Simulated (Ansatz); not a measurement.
**Notes on AlN**

```
CELL_PARAMETERS angstrom
0.00000 2.00364 2.00364
2.00364 0.00000 2.00364
2.00364 2.00364 0.00000
ATOMIC_POSITIONS crystal
N 0.50000 0.50000 0.50000
Al 0.00000 0.00000 0.00000
```

The numbers come from plane-wave PAW DFT (Ansatz): PBE, spin-orbit coupling, 420 eV, 12×12×12 Γ-centred k points, fermi-dirac occupations (width 0.1206 eV). Nothing was relaxed.

The state carries no moments; the state need not be the lowest.

**Charges.** Bader charges in e: Al +2.50, N -2.50. In the mean Al gives up most and N takes most.
**Electronic structure.** The gap is 4.88 eV, indirect (the least direct gap found is 6.05 eV).
**Formation energy.** -1.19 eV an atom against the elements' usual phases (free molecules for gases, crystals otherwise, with no correction for O₂ or N₂), so it is bound against them; other compounds may still compete. Relaxing would lower it.
**Stress.** The pressure is 13.0 GPa (compression positive), so with the atoms held at these fractions the cell would first expand.

Origin: a database entry at a rescaled volume. Caveats: atoms or cell far from equilibrium.

It took 7.2 s on 2 threads of Arm Neoverse V2, with other jobs on the host, peak memory 0.32 GiB, starting from a saved density. The time holds forces, stress, Bader, DOS, bands, ELF.
